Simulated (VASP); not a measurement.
# 2H-WS2 monolayer under biaxial strain

How do the gap and the band positions of 2H-WS2 monolayer follow biaxial strain?

Calculated with VASP 6.6.1; PBE with D3(BJ), no spin polarisation; plane waves and PAW (W, S), in the first sound run; inputs show where later runs differ.

**1. Set-up**

The cell holds 3 atoms: 1 W and 2 S. Its edges and angles: a = 3.180 Å, b = 3.180 Å, c = 22.000 Å, α = 90.0°, β = 90.0°, γ = 120.0°. Vacuum lies along c.

Structure file:

```xyz
3
Lattice="3.1800 0.0000 0.0000 -1.5900 2.7540 0.0000 0.0000 0.0000 22.0000" Properties=species:S:1:pos:R:3
W     0.0000    1.8360   11.0000
S     1.5900    0.9180    9.4350
S     1.5900    0.9180   12.5650
```

**2. Relaxing the monolayer**

The sheet's cell relaxes in its plane with the atoms, while the vacuum is kept.

Input file INCAR:

```
SYSTEM = WS2
PREC = Normal
ENCUT = 350
EDIFF = 1E-06
NELM = 120
ISMEAR = 0
SIGMA = 0.03
LREAL = .FALSE.
ALGO = Normal
GGA = PE
IVDW = 12
NBANDS = 15
LASPH = .TRUE.
LORBIT = 11
LWAVE = .FALSE.
LCHARG = .FALSE.
KPAR = 4
IBRION = 2
NSW = 50
ISIF = 3
EDIFFG = -0.015
POTIM = 0.4
IDIPOL = 3
LDIPOL = .TRUE.
DIPOL = 0.5 0.5 0.5
LATTICE_CONSTRAINTS = .TRUE. .TRUE. .FALSE.
```

Input file POSCAR:

```
WS2
1.0
    3.1800000000      0.0000000000      0.0000000000
   -1.5900000000      2.7539607840      0.0000000000
    0.0000000000      0.0000000000     22.0000000000
W S
1 2
Direct
    0.3333333333      0.6666666667      0.5000000000
    0.6666666667      0.3333333333      0.4288636364
    0.6666666667      0.3333333333      0.5711363636
```

Input file KPOINTS:

```
Automatic mesh
0
Gamma
12 12 1
0 0 0
```

PAW data sets: W and S (PBE family, release 64).

On the command line:

```console
> mpirun -np 4 vasp_std
```

Output:

```text
[banner, memory and clock lines left out]
running    4 mpi-ranks, on    1 nodes
 distrk:  each k-point on    1 cores,    4 groups
 distr:  one band on    1 cores,    1 groups

 POSCAR found type information on POSCAR W S
 POSCAR found :  2 types and       3 ions
 LDA part: xc-table for (Slater+PW92), standard interpolation
 POSCAR, INCAR and KPOINTS ok, starting setup
 FFT: planning ... GRIDC
 FFT: planning ... GRID_SOFT
 FFT: planning ... GRID
 WAVECAR not read
 entering main loop
       N       E                     dE             d eps       ncg     rms          rms(c)
DAV:   1     0.108759149642E+03    0.10876E+03   -0.51257E+03   570   0.647E+02
DAV:   2    -0.127348715145E+02   -0.12149E+03   -0.11423E+03   902   0.161E+02
DAV:   3    -0.249548892000E+02   -0.12220E+02   -0.12108E+02   829   0.611E+01
DAV:   4    -0.251826188921E+02   -0.22773E+00   -0.22648E+00   726   0.100E+01
DAV:   5    -0.251885961309E+02   -0.59772E-02   -0.59751E-02   787   0.155E+00    0.281E+01
DAV:   6    -0.239327858055E+02    0.12558E+01   -0.35218E+00   855   0.133E+01    0.122E+01
DAV:   7    -0.237958438535E+02    0.13694E+00   -0.10867E+00   738   0.836E+00    0.615E+00
DAV:   8    -0.237214357113E+02    0.74408E-01   -0.15640E-01   745   0.333E+00    0.912E-01
DAV:   9    -0.237198003215E+02    0.16354E-02   -0.27210E-02   815   0.114E+00    0.453E-01
DAV:  10    -0.237179544321E+02    0.18459E-02   -0.67825E-03   787   0.577E-01    0.207E-01
DAV:  11    -0.237178501324E+02    0.10430E-03   -0.53748E-04   752   0.189E-01    0.725E-02
DAV:  12    -0.237175893861E+02    0.26075E-03   -0.32317E-04   794   0.106E-01    0.374E-02
DAV:  13    -0.237176242164E+02   -0.34830E-04   -0.37361E-05   696   0.401E-02    0.235E-02
DAV:  14    -0.237179072700E+02   -0.28305E-03   -0.51227E-05   647   0.357E-02    0.312E-02
DAV:  15    -0.237179663299E+02   -0.59060E-04   -0.10746E-05   759   0.182E-02    0.763E-03
DAV:  16    -0.237180857516E+02   -0.11942E-03   -0.53063E-06   702   0.117E-02    0.896E-03
DAV:  17    -0.237181025734E+02   -0.16822E-04   -0.36984E-07   678   0.388E-03    0.192E-03
DAV:  18    -0.237181282264E+02   -0.25653E-04   -0.51356E-07   583   0.360E-03    0.308E-03
DAV:  19    -0.237181355896E+02   -0.73632E-05   -0.20715E-07   642   0.238E-03    0.412E-04
DAV:  20    -0.237181384078E+02   -0.28182E-05   -0.59513E-08   586   0.153E-03    0.102E-03
DAV:  21    -0.237181392919E+02   -0.88403E-06   -0.25661E-08   537   0.661E-04
   1 F= -.24638160E+02 E0= -.24638160E+02  d E =-.246382E+02
 curvature:   0.00 expect dE= 0.000E+00 dE for cont linesearch  0.000E+00
 trial: gam= 0.00000 g(F)=  0.190E-04 g(S)=  0.183E-01 ort = 0.000E+00 (trialstep = 0.100E+01)
 search vector abs. value=  0.184E-01
 bond charge predicted
       N       E                     dE             d eps       ncg     rms          rms(c)
DAV:   1    -0.237250993353E+02   -0.69609E-02   -0.86380E-01   598   0.587E+00    0.153E+00
DAV:   2    -0.237063667633E+02    0.18733E-01   -0.38470E-02   731   0.155E+00    0.116E+00
DAV:   3    -0.237014359134E+02    0.49308E-02   -0.12378E-02   717   0.767E-01    0.333E-01
DAV:   4    -0.237005281110E+02    0.90780E-03   -0.35130E-03   661   0.335E-01    0.170E-01
DAV:   5    -0.237005682717E+02   -0.40161E-04   -0.19869E-04   752   0.940E-02    0.140E-01
DAV:   6    -0.237005719123E+02   -0.36406E-05   -0.10078E-04   830   0.866E-02    0.617E-02
DAV:   7    -0.237005430834E+02    0.28829E-04   -0.75949E-05   724   0.520E-02    0.210E-02
DAV:   8    -0.237005455561E+02   -0.24727E-05   -0.99997E-06   710   0.201E-02    0.146E-02
DAV:   9    -0.237005470674E+02   -0.15113E-05   -0.14384E-06   587   0.655E-03    0.183E-03
DAV:  10    -0.237005507230E+02   -0.36556E-05   -0.35498E-07   523   0.311E-03    0.313E-03
DAV:  11    -0.237005546934E+02   -0.39704E-05   -0.28676E-07   558   0.242E-03    0.196E-03
DAV:  12    -0.237005573987E+02   -0.27053E-05   -0.14441E-07   593   0.170E-03    0.126E-03
DAV:  13    -0.237005596626E+02   -0.22639E-05   -0.14575E-07   530   0.133E-03    0.314E-04
DAV:  14    -0.237005603976E+02   -0.73500E-06   -0.24591E-08   621   0.681E-04
   2 F= -.24641917E+02 E0= -.24641917E+02  d E =-.375626E-02
[...]
3 F= -.24643999E+02 E0= -.24643999E+02  d E =-.583885E-02
[...]
4 F= -.24645450E+02 E0= -.24645450E+02  d E =-.145077E-02
 trial-energy change:   -0.001451  1 .order   -0.001443   -0.002070   -0.000815
 step:   1.4918(harm=  1.5278)  dis= 0.00992  next Energy=   -24.645701 (dE=-0.170E-02)
 bond charge predicted
       N       E                     dE             d eps       ncg     rms          rms(c)
DAV:   1    -0.237108098109E+02    0.30686E-03   -0.31395E-02   584   0.991E-01    0.139E-01
DAV:   2    -0.237108446515E+02   -0.34841E-04   -0.16820E-03   738   0.296E-01    0.849E-02
DAV:   3    -0.237108269006E+02    0.17751E-04   -0.37572E-05   731   0.441E-02    0.698E-02
DAV:   4    -0.237108129799E+02    0.13921E-04   -0.25993E-05   738   0.274E-02    0.250E-02
DAV:   5    -0.237108118363E+02    0.11435E-05   -0.69394E-06   774   0.183E-02    0.133E-02
DAV:   6    -0.237108116542E+02    0.18210E-06   -0.58087E-07   642   0.575E-03
   5 F= -.24645730E+02 E0= -.24645730E+02  d E =-.173069E-02
 curvature:  -0.86 expect dE=-0.589E-05 dE for cont linesearch -0.243E-05
 trial: gam=-0.04476 g(F)=  0.488E-05 g(S)=  0.199E-05 ort = 0.846E-04 (trialstep = 0.104E+01)
 search vector abs. value=  0.434E-05
 reached required accuracy - stopping structural energy minimisation
```

Elapsed: 20 s, on 4 MPI ranks of Intel Xeon Platinum 8488C (Sapphire Rapids), shared host; peak memory 0.78 GiB; 78 s of CPU time.

The logs omit lines about the potential files and the build; timing stands in the text.

OUTCAR, selected parts (step 2):

```text
ion  position               nearest neighbor table
   1  0.333  0.667  0.500-   2 2.41   3 2.41   2 2.41   3 2.41   2 2.41   3 2.41
   2  0.667  0.333  0.429-   1 2.41   1 2.41   1 2.41
   3  0.667  0.333  0.571-   1 2.41   1 2.41   1 2.41

  LATTYP: Found a hexagonal cell.
 ALAT       =     3.1800000000
 C/A-ratio  =     6.9182389937

 Subroutine GETGRP returns: Found 12 space group operations
 (whereof 12 operations were pure point group operations)

The static configuration has the point symmetry D_3h.

 Found     19 irreducible k-points:

   k-points           NKPTS =     19   k-points in BZ     NKDIM =     19   number of bands    NBANDS=     15

   dimension x,y,z NGX =    16 NGY =   16 NGZ =  108
   dimension x,y,z NGXF=    32 NGYF=   32 NGZF=  216

   ENCUT  =  350.0 eV  25.72 Ry    5.07 a.u.   4.85  4.85 33.56*2*pi/ulx,y,z

   NELECT =      18.0000    total number of electrons

 k-points in reciprocal lattice and weights: Automatic mesh
   0.00000000  0.00000000  0.00000000       0.007
   0.08333333  0.00000000  0.00000000       0.042
   0.16666667 -0.00000000  0.00000000       0.042
   0.25000000 -0.00000000  0.00000000       0.042
   0.33333333  0.00000000  0.00000000       0.042
   0.41666667 -0.00000000  0.00000000       0.042
   0.50000000 -0.00000000  0.00000000       0.021
   0.08333333  0.08333333  0.00000000       0.042
   0.16666667  0.08333333  0.00000000       0.083
[...]
0.33333333  0.25000000  0.00000000       0.083
   0.33333333  0.33333333  0.00000000       0.014

 Edisp (eV)   -0.93433

 dipolmoment           0.000000      0.000000     -0.000000 electrons x Angstroem

 average (electrostatic) potential at core
       1 -48.1488       2 -93.9241       3 -93.9241

 E-fermi :  -2.2611

 k-point     1 :       0.0000    0.0000    0.0000
  band No.  band energies     occupation
    ...
      5      -5.2651      2.00000
      6      -4.6594      2.00000
      7      -4.0060      2.00000
      8      -4.0060      2.00000
      9      -2.6193      2.00000
     10       0.5080      0.00000
     11       0.5080      0.00000
     12       0.6364      0.00000
     13       0.6364      0.00000
     14       2.5770      0.00000
    ...

 k-point     2 :       0.0833    0.0000    0.0000
  band No.  band energies     occupation
    ...
      5      -5.1485      2.00000
      6      -5.0233      2.00000
      7      -4.1923      2.00000
      8      -3.8532      2.00000
      9      -2.6667      2.00000
     10       0.3346      0.00000
     11       0.4031      0.00000
     12       0.5309      0.00000
     13       0.7235      0.00000
     14       2.8216      0.00000
    ...

 k-point     3 :       0.1667   -0.0000    0.0000
  band No.  band energies     occupation
    ...
      5      -5.6640      2.00000
      6      -4.8274      2.00000
      7      -4.6258      2.00000
      8      -3.8801      2.00000
      9      -2.9036      2.00000
     10      -0.1073      0.00000
     11       0.3035      0.00000
     12       0.4119      0.00000
     13       1.2134      0.00000
     14       3.2813      0.00000
    ...

 Edisp (eV)   -0.93492

  Total       0.00880     0.00880    -0.03601     0.00000     0.00000     0.00000
  in kB       0.07443     0.07443    -0.30466     0.00000     0.00000     0.00000
  external pressure =       -0.05 kB  Pullay stress =        0.00 kB

  energy-cutoff  :      350.00
  volume of cell :      189.36
      direct lattice vectors                 reciprocal lattice vectors
     3.152581910 -0.000000000  0.000000000     0.317200323  0.183135692  0.000000000
    -1.576290955  2.730216022  0.000000000     0.000000000  0.366271384  0.000000000
     0.000000000  0.000000000 22.000000000     0.000000000  0.000000000  0.045454545

 POSITION                                       TOTAL-FORCE (eV/Angst)
 -----------------------------------------------------------------------------------
     -0.00000      1.82014     11.00000         0.000000      0.000000      0.000000
      1.57629      0.91007      9.42470        -0.000000     -0.000000     -0.007954
      1.57629      0.91007     12.57530         0.000000      0.000000      0.007954
 -----------------------------------------------------------------------------------
    total drift:                               -0.000002      0.000001      0.000000

  FREE ENERGIE OF THE ION-ELECTRON SYSTEM (eV)
  ---------------------------------------------------
  free  energy   TOTEN  =       -24.6457300078 eV

  energy  without entropy=      -24.6457300078  energy(sigma->0) =      -24.64573001

 reached required accuracy - stopping structural energy minimisation

 vacuum level on the upper side and lower side of the slab         3.119         3.119

 total charge
# of ion       s       p       d       tot
------------------------------------------
    1        0.568   0.721   4.275   5.564
    2        1.359   2.362   0.000   3.722
    3        1.359   2.362   0.000   3.722
--------------------------------------------------
tot          3.287   5.446   4.275  13.007

[... 3 further parts left out ...]
```

This run has no spin polarisation, although W can carry a moment. The gap is read on the k-mesh alone, so it is an upper bound where the band edges lie off the mesh. The data set W keeps the semicore shell frozen, which is cheaper and a little less accurate. The run keeps the 12 symmetry operations of its start, so it cannot find a distortion of lower symmetry.

Step by step:

```
step  energy less that of the first step (eV)  largest force (eV/Å)  pressure (GPa)  volume (Å³)
   1                                   0.0000                0.0157           -0.47       192.67
   2                                  -0.0038                0.2649            0.52       188.50
   3                                  -0.0058                0.1703            0.14       190.04
   4                                  -0.0073                0.0685            0.05       189.62
   5                                  -0.0076                0.0080           -0.01       189.36
```

```
cell as run  before  after  change
      a (Å)   3.180  3.153  -0.9 %
      b (Å)   3.180  3.153  -0.9 %
```

The atoms that moved most (Å, along periodic axes as changes of fractional coordinates times the final cell, across vacuum about the mean position):

```
atom     dx     dy      dz  length
  S2  0.000  0.000  -0.010   0.010
  S3  0.000  0.000   0.010   0.010
```

The relaxed structure:

```xyz
3
Lattice="3.1526 0.0000 0.0000 -1.5763 2.7302 0.0000 0.0000 0.0000 22.0000" Properties=species:S:1:pos:R:3
W     0.0000    1.8201   11.0000
S     1.5763    0.9101    9.4247
S     1.5763    0.9101   12.5753
```

Numbers from this step:

* electronic cycles: 56
* electrons: 18
* free energy (TOTEN): -24.65 eV
* Fermi energy: -2.261 eV
* metallic: no
* dipole moment: 0, 0, 0 e·Å
* gap on the k-mesh: 1.936 eV
* least direct gap on the k-mesh: 1.936 eV

The run ended after 5 ionic steps, 0.008 eV below its first step, once forces and stress met EDIFFG = -0.015.

**3. A second relaxation**

The plane waves were chosen for the start cell, so the relaxation is repeated from its end.

Changes to INCAR since step 2:

```diff
@@ -18,3 +18,3 @@
 IBRION = 2
-NSW = 50
+NSW = 30
 ISIF = 3
```

Input file POSCAR:

```
WS2
1.0
    3.1525819104      0.0000000000      0.0000000000
   -1.5762909552      2.7302160219      0.0000000000
    0.0000000000      0.0000000000     22.0000000000
W S
1 2
Direct
    0.3333333333      0.6666666667      0.5000000000
    0.6666666667      0.3333333333      0.4283955868
    0.6666666667      0.3333333333      0.5716044132
```

KPOINTS is that of step 2.

On the command line:

```console
> mpirun -np 4 vasp_std
```

Output:

```text
[... set-up lines as in an earlier step ...]
 entering main loop
       N       E                     dE             d eps       ncg     rms          rms(c)
DAV:   1     0.113723880931E+03    0.11372E+03   -0.52214E+03   570   0.651E+02
DAV:   2    -0.124739926884E+02   -0.12620E+03   -0.11761E+03   905   0.161E+02
DAV:   3    -0.249157472931E+02   -0.12442E+02   -0.12324E+02   808   0.621E+01
DAV:   4    -0.251388696170E+02   -0.22312E+00   -0.22231E+00   718   0.103E+01
DAV:   5    -0.251452339211E+02   -0.63643E-02   -0.63621E-02   817   0.161E+00    0.286E+01
DAV:   6    -0.239289305083E+02    0.12163E+01   -0.33421E+00   855   0.131E+01    0.125E+01
DAV:   7    -0.237903381722E+02    0.13859E+00   -0.11286E+00   738   0.842E+00    0.618E+00
DAV:   8    -0.237131286199E+02    0.77210E-01   -0.16355E-01   752   0.344E+00    0.941E-01
DAV:   9    -0.237115842700E+02    0.15443E-02   -0.29005E-02   822   0.117E+00    0.489E-01
DAV:  10    -0.237094958487E+02    0.20884E-02   -0.76389E-03   787   0.613E-01    0.220E-01
DAV:  11    -0.237094013749E+02    0.94474E-04   -0.60931E-04   724   0.201E-01    0.699E-02
DAV:  12    -0.237091435320E+02    0.25784E-03   -0.27042E-04   794   0.983E-02    0.422E-02
DAV:  13    -0.237091541306E+02   -0.10599E-04   -0.66093E-05   752   0.429E-02    0.251E-02
DAV:  14    -0.237094548380E+02   -0.30071E-03   -0.47728E-05   668   0.349E-02    0.356E-02
DAV:  15    -0.237095202274E+02   -0.65389E-04   -0.11275E-05   759   0.190E-02    0.632E-03
DAV:  16    -0.237096501788E+02   -0.12995E-03   -0.49987E-06   687   0.111E-02    0.101E-02
DAV:  17    -0.237096719678E+02   -0.21789E-04   -0.47548E-07   678   0.444E-03    0.217E-03
DAV:  18    -0.237097001886E+02   -0.28221E-04   -0.70970E-07   592   0.397E-03    0.221E-03
DAV:  19    -0.237097053784E+02   -0.51897E-05   -0.12658E-07   670   0.187E-03    0.621E-04
DAV:  20    -0.237097088019E+02   -0.34235E-05   -0.85636E-08   537   0.141E-03    0.987E-04
DAV:  21    -0.237097092283E+02   -0.42641E-06   -0.13675E-08   565   0.572E-04
   1 F= -.24644628E+02 E0= -.24644628E+02  d E =-.246446E+02
 curvature:   0.00 expect dE= 0.000E+00 dE for cont linesearch  0.000E+00
 trial: gam= 0.00000 g(F)=  0.618E-05 g(S)=  0.444E-07 ort = 0.000E+00 (trialstep = 0.100E+01)
 search vector abs. value=  0.623E-05
 reached required accuracy - stopping structural energy minimisation
```

Elapsed: 6.4 s, on 4 MPI ranks; peak memory 0.69 GiB; 24 s of CPU time.

OUTCAR, selected parts (step 3):

```text
  LATTYP: Found a hexagonal cell.
 ALAT       =     3.1525819104
 C/A-ratio  =     6.9784071042

The static configuration has the point symmetry D_3h.

 Found     19 irreducible k-points:

   dimension x,y,z NGX =    14 NGY =   14 NGZ =  108
   dimension x,y,z NGXF=    28 NGYF=   28 NGZF=  216

   ENCUT  =  350.0 eV  25.72 Ry    5.07 a.u.   4.81  4.81 33.56*2*pi/ulx,y,z

   NELECT =      18.0000    total number of electrons

 dipolmoment           0.000000      0.000000      0.000000 electrons x Angstroem

 E-fermi :  -2.2592

 k-point     1 :       0.0000    0.0000    0.0000
  band No.  band energies     occupation
    ...
      5      -5.2633      2.00000
      6      -4.6578      2.00000
      7      -4.0041      2.00000
      8      -4.0041      2.00000
      9      -2.6176      2.00000
     10       0.5100      0.00000
     11       0.5100      0.00000
     12       0.6382      0.00000
     13       0.6382      0.00000
     14       2.5877      0.00000
    ...

 k-point     2 :       0.0833    0.0000    0.0000
  band No.  band energies     occupation
    ...
      5      -5.1467      2.00000
      6      -5.0216      2.00000
      7      -4.1906      2.00000
      8      -3.8515      2.00000
      9      -2.6650      2.00000
     10       0.3363      0.00000
     11       0.4050      0.00000
     12       0.5326      0.00000
     13       0.7253      0.00000
     14       2.8338      0.00000
    ...

 Edisp (eV)   -0.93492

  Total      -0.00131    -0.00131    -0.04518     0.00000    -0.00000     0.00000
  in kB      -0.01112    -0.01112    -0.38230     0.00000    -0.00000     0.00000
  external pressure =       -0.13 kB  Pullay stress =        0.00 kB

  energy-cutoff  :      350.00
  volume of cell :      189.36
      direct lattice vectors                 reciprocal lattice vectors
     3.152581910  0.000000000  0.000000000     0.317200323  0.183135692  0.000000000
    -1.576290955  2.730216022  0.000000000     0.000000000  0.366271384  0.000000000
     0.000000000  0.000000000 22.000000000     0.000000000  0.000000000  0.045454545

 POSITION                                       TOTAL-FORCE (eV/Angst)
 -----------------------------------------------------------------------------------
     -0.00000      1.82014     11.00000        -0.000000     -0.000000      0.000000
      1.57629      0.91007      9.42470         0.000000      0.000000     -0.008949
      1.57629      0.91007     12.57530         0.000000     -0.000000      0.008949
 -----------------------------------------------------------------------------------
    total drift:                                0.000004     -0.000002      0.000000

  FREE ENERGIE OF THE ION-ELECTRON SYSTEM (eV)
  ---------------------------------------------------
  free  energy   TOTEN  =       -24.6446275818 eV

  energy  without entropy=      -24.6446275818  energy(sigma->0) =      -24.64462758

 vacuum level on the upper side and lower side of the slab         3.028         3.028

 total charge
# of ion       s       p       d       tot
------------------------------------------
    1        0.568   0.721   4.277   5.566
    2        1.359   2.363   0.000   3.722
    3        1.359   2.363   0.000   3.722
--------------------------------------------------
tot          3.287   5.446   4.277  13.009

[... 3 parts as in an earlier step ...]

[... 7 further parts left out ...]
```

CONTCAR:

```
WS2
   1.00000000000000
     3.1525819103999999    0.0000000000000000    0.0000000000000000
    -1.5762909552000000    2.7302160219000000    0.0000000000000000
     0.0000000000000000    0.0000000000000000   22.0000000000000000
  W               S
     1     2
Direct
     0.3333333332999970    0.6666666667000030    0.5000000000000000
     0.6666666667000030    0.3333333332999970    0.4283955868000007
     0.6666666667000030    0.3333333332999970    0.5716044131999993
```

Little changed from the start: no atom moved by 0.005 Å and no cell edge by 0.1 %.

Numbers from this step:

| Property | Result |
| --- | --- |
| electronic cycles | 21 |
| free energy (TOTEN) | -24.64 eV |
| Fermi energy | -2.259 eV |

The start already met the threshold, so nothing moved.

(Part 1 of 7 ends here.)

[Lines on the potential files, build, host, timing and source positions are cut from VASP's logs without a mark.]

[Logs are printed without paths, hosts, clocks, repeated set-up lines and the standing remarks that a program may print on its own settings, such as how far it seeks lower states.]

[Hosts, paths, dates, database ids (printed as entryN), source tags and the programs' standing remarks are cut or masked in the printed files.]

[Runs that stopped without an error message from VASP are left out.]
